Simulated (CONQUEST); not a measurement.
# Te2Mo under changes of volume

One of the cells (24.965 Å³/atom); the others are scaled copies at fixed shape and fractional positions:

```xyz
12
Lattice="3.5182 0.0000 0.0000 0.0000 6.0937 0.0000 0.0000 0.0000 13.9736" Properties=species:S:1:pos:R:3 pbc="T T T"
Te    0.0000    2.0312    8.6776
Te    1.7591    5.0781    8.6776
Te    0.0000    4.0625    1.6908
Te    1.7591    1.0156    1.6908
Te    0.0000    2.0312   12.2828
Te    1.7591    5.0781   12.2828
Te    0.0000    4.0625    5.2960
Te    1.7591    1.0156    5.2960
Mo    0.0000    2.0312    3.4934
Mo    1.7591    5.0781    3.4934
Mo    0.0000    4.0625   10.4802
Mo    1.7591    1.0156   10.4802
```

- Program: CONQUEST 1.3
- Functional: PBE
- Potentials or basis: PseudoDojo NC PBE, DZ, grid of 36 × 60 × 144 points
- k mesh: 8 × 5 × 2
- Occupations: fermi-dirac, width 0.05 eV
- Spin: no spin polarisation

```tsv
volume (Å³/atom)	energy over the lowest point (meV/atom)	pressure (GPa)	gap on the mesh (eV)	largest force (eV/Å)
23.467	122.65	15.1	0.69	2.031
23.966	80.92	11.7	0.72	1.627
24.466	49.05	8.7	0.75	1.249
24.965	25.74	6.2	0.77	0.911
25.464	?	?	?	?
25.963	2.06	1.6	0.79	0.316
26.463	0.00	-0.2	0.80	0.050
```

Task: What does the run at 25.464 Å³/atom give?

Result: Energy over the lowest point 10.37 meV/atom; pressure 3.7 GPa; gap on the mesh 0.78 eV; largest force 0.604 eV/Å.

Worked out: A Birch-Murnaghan fit of order 3 (a polynomial in V^(-2/3)) to the other rows has its minimum at 26.39 Å³/atom with B0 = V·E''(V) = 98 GPa and B' = 4.7 at fixed shape and positions, which overstates the stiffness. It gives 10.41 meV/atom at 25.464 Å³/atom, against the run's 10.37, and -dE/dV = 3.8 GPa, against 3.7. A parabola through the other rows of the gap, of slope 0.626 eV per unit of ln V there, gives 0.78 eV, against the run's 0.78.

Energies are extrapolated to zero smearing.

Caveats: the atomic basis is small; spin-orbit coupling is left out, which moves the levels of the heavy elements; an odd mesh through Γ misses points on the zone boundary, where band edges often lie; this functional lacks dispersion, which binds the layers, so the pressure and a relaxed spacing across them are unreliable; the basis of atomic orbitals isn't converged, which shifts pressures, moduli and gaps; forces of over 1 eV/Å show positions far from the minimum, so gaps and moduli don't describe the material at rest (some runs).
